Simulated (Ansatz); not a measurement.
Space group P6_3/mmc (No. 194). a = 2.485 Å, b = 2.485 Å, c = 4.456 Å, α = 90.00°, β = 90.00°, γ = 120.00°
| atom | site | symmetry | x | y | z |
| --- | --- | --- | --- | --- | --- |
| Cr | 2c | -6m2 | 0.3333 | 0.6667 | 0.2500 |

Equation of state of this Cr structure (not necessarily the ground state), with shape and atoms relaxed at each volume where symmetry leaves them free. It has no gap at any of these volumes. Method: DFT PBE, scalar-relativistic, plane waves, PAW in Ansatz.

Plane waves to 420 eV, a k mesh through Γ of 21×21×10 on the computed 2-atom cell and Gaussian smearing (0.10 eV); no spin polarisation.

```csv
V (Å³/atom),E − E(largest V) (meV/atom),P (GPa)
10.485,82.15,39.08
10.842,8.95,26.95
11.199,-39.18,16.55
11.557,-65.83,7.64
11.914,-74.08,0.02
12.272,-66.57,-6.51
12.629,-45.58,-12.08
13.106,0.00,-18.26
```

Problem. Fit a third-order Birch–Murnaghan equation to E(V).

Solution. V0 = 11.91 Å³/atom, B0 = 235 GPa, B0' = 4.1.

Spin polarisation was left out, and a magnetic state may lie lower.

This form isn't the element's structure at ambient conditions.

Cost: 8 runs of about 3.6 core-minutes in all, on Arm Neoverse V1 (shared hosts).